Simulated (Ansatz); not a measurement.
# What DFT gives for YN

```
Y N
1.0
     0.00000    2.46273    2.46273
     2.46273    0.00000    2.46273
     2.46273    2.46273    0.00000
Y N
1 1
Direct
  0.00000 0.00000 0.00000
  0.50000 0.50000 0.50000
```

Single point in Ansatz 0.2.0 with r2SCAN, no spin polarisation. Cutoff 500 eV, PAW datasets, 9×9×9 Γ-centred k mesh, fermi-dirac filling (width 0.0197 eV).

Contacts: Y–N at 2.46 Å: least valence density 0.33 e/Å³ and ELF 0.14 there. Both are smooth PAW fields, read partly inside the augmentation spheres.
Electronic structure: The gap is 0.61 eV, indirect (the least direct gap found is 1.03 eV).
Charges: Bader charges in e: Y +1.97, N -1.97. In the mean Y gives up most and N takes most.
Stress: The pressure is -3.0 GPa (compression positive), so with the atoms held at these fractions the cell would first shrink.
Band edges: Within 0.7 eV of the edges, the states project mainly on N p (86 %) below the gap and on Y d (90 %) above it.

Origin: a database entry at a rescaled volume.
